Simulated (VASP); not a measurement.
# AlN (P6_3mc) in VASP: further runs

The runs below take AlN through relaxation of cell and atoms, vibrations by finite differences, with PBE.

Everything below comes from runs of VASP 6.6.1. Logs are shortened: lines on timing, memory, paths and dates and some standing lists are left out, and cuts for length are marked.

### 1 Starting point

Symmetry: P6_3mc, No. 186, hexagonal system. The conventional cell has a = 3.113 Å, b = 3.113 Å, c = 4.981 Å, α = 90.00°, β = 90.00°, γ = 120.00°. Around Al (site symmetry 3m) lie 4 N at 1.89 Å. N (site symmetry 3m) is surrounded by 4 Al at 1.89 Å.

### 2 Relaxation of cell and atoms, PBE

INCAR

```
SYSTEM = AlN
PREC = Accurate ; ENCUT = 520
EDIFF = 1E-7 ; ISMEAR = 0
SIGMA = 0.02 ; LREAL = .False.
LASPH = .True. ; NELM = 80
ALGO = Normal ; ISIF = 3
LWAVE = .False. ; LCHARG = .False.
GGA = PE ; IBRION = 2
NSW = 80 ; EDIFFG = -0.002
KPAR = 4
```

KPOINTS

```
Automatic mesh
0
Gamma
  6 6 2
  0 0 0
```

POSCAR

```
AlN
1.0
    3.1130000000      0.0000000000      0.0000000000
   -1.5565000000      2.6959370800      0.0000000000
    0.0000000000      0.0000000000      4.9810000000
Al N
2 2
Direct
    0.3333333300      0.6666666700      0.0000000000
    0.6666666700      0.3333333300      0.5000000000
    0.3333333300      0.6666666700      0.3800000000
    0.6666666700      0.3333333300      0.8800000000
```

Potentials or basis: VASP PAW PBE potentials, release 64 (Al, N).

Started as:

```bash
cat potpaw_PBE.64/Al/POTCAR potpaw_PBE.64/N/POTCAR > POTCAR
mpirun -np 4 vasp_std > vasp.out
```

OUTCAR:

```text
SYSTEM = AlN
   PREC = Accurate
   ENCUT = 520
   EDIFF = 1E-7
   ISMEAR = 0
   LREAL = .False.
   LASPH = .True.
   NELM = 80
   ISIF = 3
   GGA = PE
   IBRION = 2
   NSW = 80
   EDIFFG = -0.002

 ion  position               nearest neighbor table
   1  0.333  0.667  0.000-   3 1.89   4 1.89   4 1.89   4 1.89   2 3.07   2 3.07   2 3.07   2 3.07
                             2 3.07   2 3.07
   2  0.667  0.333  0.500-   4 1.89   3 1.89   3 1.89   3 1.89   1 3.07   1 3.07   1 3.07   1 3.07
                             1 3.07   1 3.07
   3  0.333  0.667  0.380-   1 1.89   2 1.89   2 1.89   2 1.89
   4  0.667  0.333  0.880-   2 1.89   1 1.89   1 1.89   1 1.89

  LATTYP: Found a hexagonal cell.
 ALAT       =     3.1130000000
 C/A-ratio  =     1.6000642467

  Lattice vectors:

 A1 = (   3.1130000000,   0.0000000000,   0.0000000000)
 A2 = (  -1.5565000000,   2.6959370800,   0.0000000000)
 A3 = (   0.0000000000,   0.0000000000,   4.9810000000)

Analysis of symmetry for initial positions (statically):
=====================================================================
 Subroutine PRICEL returns:
 Original cell was already a primitive cell.

 Routine SETGRP: Setting up the symmetry group for a
 hexagonal supercell.

 Subroutine GETGRP returns: Found 12 space group operations
 (whereof  6 operations were pure point group operations)
 out of a pool of 24 trial point group operations.

The static configuration has the point symmetry C_3v.
 The point group associated with its full space group is C_6v.

Analysis of symmetry for dynamics (positions and initial velocities):
=====================================================================
 Subroutine PRICEL returns:
 Original cell was already a primitive cell.

 Routine SETGRP: Setting up the symmetry group for a
 hexagonal supercell.

 Subroutine GETGRP returns: Found 12 space group operations
 (whereof  6 operations were pure point group operations)
 out of a pool of 24 trial point group operations.

The dynamic configuration has the point symmetry C_3v.
 The point group associated with its full space group is C_6v.

 Subroutine INISYM returns: Found 12 space group operations
 (whereof  6 operations are pure point group operations),
 and found     1 'primitive' translations

----------------------------------------------------------------------------------------

                                     Primitive cell

  volume of cell :      41.8028

  direct lattice vectors                    reciprocal lattice vectors
     3.113000000  0.000000000  0.000000000     0.321233537  0.185464269  0.000000000
    -1.556500000  2.695937080  0.000000000     0.000000000  0.370928538  0.000000000
     0.000000000  0.000000000  4.981000000     0.000000000  0.000000000  0.200762899

  length of vectors
     3.113000000  3.112999998  4.981000000     0.370928538  0.370928538  0.200762899

  position of ions in fractional coordinates (direct lattice)
     0.333333330  0.666666670  0.000000000
     0.666666670  0.333333330  0.500000000
     0.333333330  0.666666670  0.380000000
     0.666666670  0.333333330  0.880000000

  ion indices of the primitive-cell ions
   primitive index   ion index
                 1           1
                 2           2
                 3           3
                 4           4

----------------------------------------------------------------------------------------

 KPOINTS: Automatic mesh

Automatic generation of k-mesh.
 Grid dimensions read from file:
 generate k-points for:    6    6    2

 Generating k-lattice:

  Cartesian coordinates                     Fractional coordinates (reciprocal lattice)
     0.053538923  0.030910712  0.000000000     0.166666667 -0.000000000  0.000000000
     0.000000000  0.061821423  0.000000000     0.000000000  0.166666667  0.000000000
     0.000000000  0.000000000  0.100381450     0.000000000  0.000000000  0.500000000

  Length of vectors
     0.061821423  0.061821423  0.100381450

  Shift w.r.t. Gamma in fractional coordinates (k-lattice)
     0.000000000  0.000000000  0.000000000

 Subroutine IBZKPT returns following result:
 ===========================================

 Found     14 irreducible k-points:

 Following reciprocal coordinates:
            Coordinates               Weight
  0.000000  0.000000  0.000000      1.000000
  0.166667  0.000000  0.000000      6.000000
  0.333333  0.000000  0.000000      6.000000
  0.500000  0.000000  0.000000      3.000000
  0.166667  0.166667  0.000000      6.000000
  0.333333  0.166667  0.000000     12.000000
  0.333333  0.333333  0.000000      2.000000
  0.000000  0.000000  0.500000      1.000000
  0.166667  0.000000  0.500000      6.000000
  0.333333  0.000000  0.500000      6.000000
  0.500000  0.000000  0.500000      3.000000
  0.166667  0.166667  0.500000      6.000000
  0.333333  0.166667  0.500000     12.000000
  0.333333  0.333333  0.500000      2.000000
   k-points           NKPTS =     14   k-points in BZ     NKDIM =     14   number of bands    NBANDS=     12
   number of dos      NEDOS =    301   number of ions     NIONS =      4
   total plane-waves  NPLWV =  23040
   dimension x,y,z NGX =    24 NGY =   24 NGZ =   40
   dimension x,y,z NGXF=    48 NGYF=   48 NGZF=   80
   ions per type =               2   2
   NGX,Y,Z   is equivalent  to a cutoff of  12.82, 12.82, 13.35 a.u.
   NGXF,Y,Z  is equivalent  to a cutoff of  25.63, 25.63, 26.70 a.u.
 SYSTEM =  AlN
   PREC   = accura    normal or accurate (medium, high low for compatibility)
   ISTART =      0    job   : 0-new  1-cont  2-samecut
   ICHARG =      2    charge: 1-file 2-atom 10-const
   ISPIN  =      1    spin polarized calculation?
   LNONCOLLINEAR =      F non collinear calculations
   LSORBIT =      F    spin-orbit coupling
   LASPH  =      T    aspherical Exc in radial PAW
   ENCUT  =  520.0 eV  38.22 Ry    6.18 a.u.   5.79  5.79  9.26*2*pi/ulx,y,z
   NELM   =     80;   NELMIN=  2; NELMDL= -5     # of ELM steps
   EDIFF  = 0.1E-06   stopping-criterion for ELM
   LREAL  =      F    real-space projection
   EDIFFG = -.2E-02   stopping-criterion for IOM
   NSW    =     80    number of steps for IOM
   IBRION =      2    ionic relax: 0-MD 1-quasi-New 2-CG
   NFREE  =      1    steps in history (QN), initial steepest desc. (CG)
   ISIF   =      3    stress and relaxation
   ISYM   =      2    0-nonsym 1-usesym 2-fastsym
   POTIM  = 0.5000    time-step for ionic-motion
   TEBEG  =    0.0;   TEEND  =   0.0 temperature during run
   PSTRESS=    0.0 pullay stress
   NELECT =      16.0000    total number of electrons
   NUPDOWN=      -1.0000    fix difference up-down
   EMIN   =  10.00;   EMAX   =-10.00  energy-range for DOS
   EFERMI =   0.00;   METHOD = LEGACY
   ISMEAR =     0;   SIGMA  =   0.02  broadening in eV -4-tet -1-fermi 0-gaus
   EFERMI_NEDOS =   21; number of points for ismear=-14 and -15
   IALGO  =     38    algorithm
   IMIX   =      4    mixing-type and parameters
     AMIX     =   0.40;   BMIX     =  1.00
     AMIX_MAG =   1.60;   BMIX_MAG =  1.00
  volume/ion in A,a.u.               =      10.45        70.52
  Fermi-wavevector in a.u.,A,eV,Ry     =   1.188629  2.246183 19.222843  1.412839
  Thomas-Fermi vector in A             =   2.324754
   LORBIT       =      0    0 simple, 1 ext, 2 COOP (PROOUT), +10 PAW based schemes
   GGA     = PE    functional components
   LHFCALC =     F    Hartree Fock is set to
   AEXX    =    0.0000 exact exchange contribution
   IVDW    =     0    specifies the selected vdW correction
   LEPSILON=     F    determine dielectric tensor
   LRPA    =     F    only Hartree local field effects (RPA)
 conjugate gradient relaxation of ions
 non-spin polarized calculation
 Gauss-broadening in eV      SIGMA  =   0.02
  energy-cutoff  :      520.00
  volume of cell :       41.80
 maximum number of plane-waves:      1152
 NGX is ok and might be reduce to    24
   NGX = 11   NGY = 11   NGZ = 19

--------------------------------------- Ionic step        1  -------------------------------------------

 number of electron      15.9999997 magnetization

 Free energy of the ion-electron system (eV)
  ---------------------------------------------------
  ext. energy  EPLUGINS =         0.00000000
  ---------------------------------------------------
  free energy    TOTEN  =       -29.76978075 eV

  energy without entropy =      -29.76978075  energy(sigma->0) =      -29.76978075

------------------------ aborting loop because EDIFF is reached ----------------------------------------

  FORCE on cell =-STRESS in cart. coord.  units (eV):
  Direction    XX          YY          ZZ          XY          YZ          ZX
  --------------------------------------------------------------------------------------
  -------------------------------------------------------------------------------------
  Total        0.7467150      0.7467150      1.1880626      0.0000000      0.0000000      0.0000000
  in kB       28.6193701     28.6193701     45.5349101      0.0000000      0.0000000      0.0000000
  external PRESSURE =      34.2578834 kB  Pullay stress =       0.0000000 kB
[... 251 lines left out ...]
  energy  without entropy=      -29.7785091569  energy(sigma->0) =      -29.77850916

--------------------------------------- Ionic step        8  -------------------------------------------

 number of electron      15.9999998 magnetization

 Free energy of the ion-electron system (eV)
  ---------------------------------------------------
  ext. energy  EPLUGINS =         0.00000000
  ---------------------------------------------------
  free energy    TOTEN  =       -29.77851015 eV

  energy without entropy =      -29.77851015  energy(sigma->0) =      -29.77851015

 E-fermi :   6.0913     XC(G=0): -10.8334

 val. band max:        5.9777994506   @ k =   0.0000   0.0000   0.0000
 cond. band min:      10.0351868437   @ k =   0.0000   0.0000   0.0000
 fundamental gap:      4.0573873930
 Fermi energy:         6.0913237524

 k-point     1 :       0.0000    0.0000    0.0000
  band No.  band energies     occupation
      1      -9.0972      2.00000
      2      -7.0108      2.00000
      3       0.0657      2.00000
      4       5.1346      2.00000
      5       5.1346      2.00000
      6       5.7769      2.00000
      7       5.7769      2.00000
      8       5.9778      2.00000
      9      10.0352      0.00000
     10      12.5024      0.00000
     11      16.4460      0.00000
     12      17.0186      0.00000
[... 224 lines left out ...]
  FREE ENERGIE OF THE ION-ELECTRON SYSTEM (eV)
  ---------------------------------------------------
  free  energy   TOTEN  =       -29.7785101532 eV

  energy  without entropy=      -29.7785101532  energy(sigma->0) =      -29.77851015

 reached required accuracy - stopping structural energy minimisation
```

It took 9.1 s on 4 MPI ranks of Intel Xeon Platinum 8488C (Sapphire Rapids), shared host; peak memory 0.15 GiB.

Results:

| Item | Value |
| --- | --- |
| Free energy | -29.7785 eV |
| Relaxed volume | 10.63 Å³/atom |
| Relaxed cell | a = 3.128 Å, b = 3.128 Å, c = 5.016 Å, α = 90.00°, β = 90.00°, γ = 120.00° |
| Space group after relaxing (to 0.05 Å) | P6_3mc (No. 186) |
| Energy gained by relaxing | 2.2 meV/atom |
| Ionic steps | 8 |
| Pressure after relaxing | 0.0 GPa |
| Band gap on the k mesh | 4.06 eV, direct |

Step by step:
| step | energy change (eV) | largest force (eV/Å) | pressure (GPa) | volume (Å³) |
| --- | --- | --- | --- | --- |
| 1 | 0.0000 | 0.1307 | 3.43 | 41.80 |
| 2 | -0.0018 | 0.0935 | -2.88 | 43.17 |
| 3 | -0.0087 | 0.0034 | 0.00 | 42.52 |
| 4 | -0.0087 | 0.0057 | 0.07 | 42.50 |
| 5 | -0.0087 | 0.0069 | 0.05 | 42.50 |
| 6 | -0.0087 | 0.0074 | 0.04 | 42.51 |
| 7 | -0.0087 | 0.0022 | -0.03 | 42.52 |
| 8 | -0.0087 | 0.0006 | -0.01 | 42.52 |

Final structure:
```
CELL_PARAMETERS angstrom
3.12838 0.00000 0.00000
-1.56419 2.70926 0.00000
0.00000 0.00000 5.01634
ATOMIC_POSITIONS crystal
Al 0.33333 0.66667 0.99925
Al 0.66667 0.33333 0.49925
N 0.33333 0.66667 0.38075
N 0.66667 0.33333 0.88075
```

Levels at points of the mesh, in eV from the valence-band top:
| k point | band 6 | band 7 | band 8 | band 9 | band 10 | band 11 |
| --- | --- | --- | --- | --- | --- | --- |
| (0.00, 0.00, 0.00) | -0.20 | -0.20 | 0.00 | 4.06 | 6.52 | 10.47 |
| (0.50, 0.00, 0.00) | -2.05 | -1.74 | -0.68 | 5.76 | 5.77 | 8.04 |
| (0.00, 0.00, 0.50) | -0.53 | -0.53 | -0.53 | 6.32 | 6.32 | 10.18 |
| (0.50, 0.00, 0.50) | -1.44 | -1.35 | -1.35 | 5.25 | 5.25 | 9.15 |

Caveat: the k mesh is coarse (spacing up to 0.63 Å⁻¹), so the values aren't converged.

### 3 Relaxation of cell and atoms, PBE

This run uses another cell than the first one, of 10.63 Å³/atom, 1.017 times its volume.

INCAR is that of step 2.

KPOINTS is that of step 2.

POSCAR

```
AlN                                     
1.0
    3.1283790023      0.0000000000      0.0000000000
   -1.5641895011      2.7092556866     -0.0000000000
   -0.0000000000      0.0000000000      5.0163413358
  Al              N             
     2     2
Direct
     0.3333333300000021    0.6666666699999979    0.9992479748049706
     0.6666666699999979    0.3333333300000021    0.4992479748049706
     0.3333333300000021    0.6666666699999979    0.3807520251950320
     0.6666666699999979    0.3333333300000021    0.8807520251950319
```

Potentials or basis: VASP PAW PBE potentials, release 64 (Al, N).

Started as:

```bash
cat potpaw_PBE.64/Al/POTCAR potpaw_PBE.64/N/POTCAR > POTCAR
mpirun -np 4 vasp_std > vasp.out
```

It took 2.6 s on 4 MPI ranks of Intel Xeon Platinum 8488C (Sapphire Rapids), shared host; peak memory 0.14 GiB.

Results (log left out):

- Free energy: -29.7789 eV
- Pressure after relaxing: 0.0 GPa
- Band gap on the k mesh: 4.06 eV, direct

Final structure:
```xyz
4
Lattice="3.1284 0.0000 0.0000 -1.5642 2.7093 0.0000 0.0000 0.0000 5.0163" Properties=species:S:1:pos:R:3 pbc="T T T"
Al    0.0000    1.8062    5.0126
Al    1.5642    0.9031    2.5044
N     0.0000    1.8062    1.9100
N     1.5642    0.9031    4.4182
```

Levels at points of the mesh, in eV from the valence-band top:
```tsv
k point	band 5	band 6	band 7	band 8	band 9	band 10	band 11	band 12
(0.00, 0.00, 0.00)	-0.84	-0.20	-0.20	0.00	4.06	6.52	10.47	11.04
(0.50, 0.00, 0.00)	-3.30	-2.05	-1.74	-0.68	5.76	5.77	8.04	10.15
(0.00, 0.00, 0.50)	-0.53	-0.53	-0.53	-0.53	6.32	6.32	10.18	10.18
(0.50, 0.00, 0.50)	-1.44	-1.44	-1.35	-1.35	5.25	5.25	9.15	9.15
```

Caveat: the k mesh is coarse (spacing up to 0.63 Å⁻¹), so the values aren't converged; the relaxation stopped at its first step, so nothing moved. PBE gaps usually lie below the measured ones, often by a third to a half.

[end of part 1 of 2]
